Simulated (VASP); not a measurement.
A run of VASP 6.6.1 is set up as follows.

Contents of run.py:

```python
from ase.calculators.vasp import Vasp
from ase.io import read
from ase.optimize import LBFGS

atoms = read('POSCAR')
calc = Vasp(
    directory='calc',
    xc='r2scan',
    pp='PBE',
    setups='recommended',
    prec='Accurate',
    encut=520,
    ediff=1e-07,
    ismear=0,
    sigma=0.05,
    lreal=False,
    lasph=True,
    nelm=80,
    algo='Normal',
    isif=2,
    lwave=True,
    lcharg=False,
    lmixtau=True,
    kpts=[7, 7, 7],
    gamma=True,
)
atoms.calc = calc
opt = LBFGS(atoms, trajectory='relax.traj')
converged = opt.run(fmax=0.01, steps=40)
print('converged:', converged)

print('energy (eV):', atoms.get_potential_energy())
print('free energy (eV):', atoms.get_potential_energy(force_consistent=True))
print('forces (eV/A):')
print(atoms.get_forces())
print('stress (eV/A^3, Voigt):', atoms.get_stress())
print('Fermi level (eV):', calc.get_fermi_level())
print('cell (A, degrees):', atoms.cell.cellpar())
print('volume (A^3):', atoms.get_volume())
print('scaled positions:')
print(atoms.get_scaled_positions())
```

The input POSCAR:

```
CuO
1.0
    0.0000000000      2.3272527300      2.3272527300
    2.3272527300      0.0000000000      2.3272527300
    2.3272527300      2.3272527300      0.0000000000
Cu O
1 1
Direct
    0.0184030000      0.0290620000     -0.0038960000
    0.2485240000      0.2111150000      0.2679690000
```

Potentials or basis: VASP PAW PBE potentials, release 64 (Cu, O).

Command:

```sh
$ python run.py
```

**Question.** Predict the energy gained by relaxing.

**Answer.** 42.6 meV/atom.

**Question.** What does it give for the band gap on the k mesh?

**Answer.** None (metal or under the smearing width).

Step by step:
```csv
step,energy change (eV),largest force (eV/Å),pressure (GPa)
1,0.0000,0.9770,-11.45
2,-0.0237,0.7319,-12.19
3,-0.0621,0.3012,-13.61
4,-0.0691,0.2197,-13.89
5,-0.0719,0.2011,-14.05
6,-0.0740,0.2019,-14.16
7,-0.0795,0.2116,-14.42
8,-0.0817,0.1666,-14.48
9,-0.0847,0.0604,-14.55
10,-0.0848,0.0510,-14.55
11,-0.0849,0.0422,-14.57
12,-0.0852,0.0101,-14.56
13,-0.0852,0.0015,-14.55
```

Caveat: the PAW data sets were made with another functional, which shifts forces and pressure a little; an odd number of electrons without spin polarisation forces a metal; a magnetic or distorted state may lie lower; the run has no spin polarisation, though such a crystal can be magnetic; semilocal functionals often make such compounds metallic where correlation or magnetic order opens a gap, which also shifts bond lengths.
